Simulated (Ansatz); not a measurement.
Starting cell, ZnTe (zinc blende):

```yaml
crystal:
  lattice:
    - [0.00000, 6.17910, 6.17910]
    - [3.08955, 3.08955, 6.17910]
    - [3.08955, 3.08955, 0.00000]
  atoms:
    - { symbol: Te, position: [0.00000, 0.75000, 0.75000] }
    - { symbol: Te, position: [0.50000, 0.75000, 0.75000] }
    - { symbol: Zn, position: [0.00000, 0.00000, 0.00000] }
    - { symbol: Zn, position: [0.50000, 0.00000, 0.00000] }
```

The atoms are displaced by Q × the pattern below (from a DFPT mode at X = (0.5, 0.5, 0.0), largest move 1; Q in Å), at fixed cell. (q is in reciprocal vectors of the primitive cell; the cell shown is doubled to hold the pattern.)

| atom | x | y | z |
|---|---|---|---|
| Zn3 | 0.000 | 0.000 | 1.000 |
| Zn4 | 0.000 | 0.000 | -1.000 |

Atoms not listed stay in place.

Level of theory: PBE (plane waves to 420 eV, PAW, scalar-relativistic; Ansatz, a program for electronic structure). k mesh 9×9×9 (Γ-centred), Fermi-Dirac smearing 0.05 eV. The energy includes the smearing's −TS. Spin-orbit coupling is left out, though Te is heavy. ZnTe was relaxed with its symmetry unable to fall. The zero of ΔE is the undisplaced structure.

```tsv
Q (Å)	ΔE (meV/cell)
-0.100	71.6
-0.067	31.8
-0.033	8.0
0.000	0.0
0.033	8.0
0.067	31.8
0.100	71.6
```

### Question
Which DFPT wavenumber at X = (0.5, 0.5, 0.0) belongs to this mode?
(A) 54 cm⁻¹
(B) 134 cm⁻¹
(C) 173 cm⁻¹

### Answer
C, 173 cm⁻¹. The curvature of the scan gives 173 cm⁻¹

(For displaced atoms, the force is minus the slope of the energy, and its curvature is a force constant, which sets phonon frequencies.)
